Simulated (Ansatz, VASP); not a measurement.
# One calculation of Bi, two programs

```
Bi
1.0
    -1.95637    1.95637    1.95637
     1.95637   -1.95637    1.95637
     1.95637    1.95637   -1.95637
Bi
1
Cartesian
  0.0000 0.0000 0.0000
```

Alike in both runs: functional PBEsol; k mesh 16 × 16 × 16; occupations gaussian, width 0.1 eV; no spin polarisation.

Ansatz relaxed the structure, and its values are those at the end. VASP's run is a single point on that final structure, the one shown.

|  | VASP | Ansatz |
| --- | --- | --- |
| version | VASP 6.6.1 | Ansatz 0.2.0 |
| potentials or method | VASP PAW PBE potentials, release 64 (Bi_d) | scalar-relativistic, plane waves, PAW |
| plane-wave cutoff (eV) | 520 | 420 |
| valence electrons in the cell | 15 | 15 |

VASP gave:

* gap on the k mesh at the Fermi level (eV): none
* pressure (GPa): -0.1

Task: Which values does Ansatz return?

Result: gap on the k mesh at the Fermi level (eV): none; pressure (GPa): 0.0.

A gap of «none» marks a metal or a gap that the smearing closes.

Caveats: the PAW data sets were made with another functional, which shifts forces and pressure a little (VASP); spin-orbit coupling is left out, which moves the levels of the heavy elements.
